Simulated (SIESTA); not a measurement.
HfO2:

```
Hf O
1.0
     0.00000    2.55750    2.55750
     2.55750    0.00000    2.55750
     2.55750    2.55750    0.00000
Hf O
1 2
Direct
  0.00000 0.00000 0.00000
  0.75000 0.75000 0.75000
  0.25000 0.25000 0.25000
```

Measurements of this composition are mostly on another form, of space group No. 14.

Program: SIESTA 5.4.2. Alike in all runs: task single point; potentials or basis PseudoDojo 0.4 standard (PBE files), DZP (energy shift 0.003 Ry; two zetas on semicore shells); no spin polarisation; cell as given; k mesh 9 × 9 × 9; smearing fermi-dirac 0.05 eV; grid cutoff 800 Ry; energy shift 0.003 Ry.

Order these runs on this cell by their band gap on the k mesh, lowest first.
A. level PBE+U; U Hf d U = 4 eV
B. level PBE+U; U Hf d U = 8 eV
C. level PBE+U; U Hf d U = 6 eV
D. level PBE
E. level PBE+U; U Hf d U = 2 eV

D (3.70 eV), E (4.06 eV), A (4.48 eV), C (4.97 eV), B (5.35 eV).

Caveats: spin-orbit coupling is left out, which moves the levels of the heavy elements; an odd mesh through Γ misses points on the zone boundary, where band edges often lie; the basis of atomic orbitals isn't converged, which shifts pressures, moduli and gaps.
